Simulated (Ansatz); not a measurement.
Crystal: Ti.

```
CELL_PARAMETERS angstrom
2.95000 0.00000 0.00000
-1.47500 2.55477 0.00000
0.00000 0.00000 4.68000
ATOMIC_POSITIONS crystal
Ti 0.66667 0.33333 0.75000
Ti 0.33333 0.66667 0.25000
```

Program: Ansatz 0.2.0. Alike in all runs: no spin polarisation; cell as given; smearing fermi-dirac 0.05 eV. Hardware: 2 threads of Arm Neoverse V2 (shared host).

Order these runs on this cell by their wall time, lowest first.
A. task band structure; level PBEsol; potentials or basis PseudoDojo stringent (PBEsol files); k mesh 10 × 10 × 6; cutoff (eV) 1143; points for each segment of the path 14; mesh quality not flagged
B. task single point; level PBE; potentials or basis Ansatz PAW; k mesh 4 × 4 × 2; cutoff (eV) 420; mesh quality coarse
C. task band structure; level rPW86-PBE; potentials or basis Ansatz PAW; k mesh 10 × 10 × 6; cutoff (eV) 420; points for each segment of the path 14; mesh quality not flagged

B (0.34 s), C (1.4 s), A (5.9 s).

Caveats: some runs use coarse meshes.
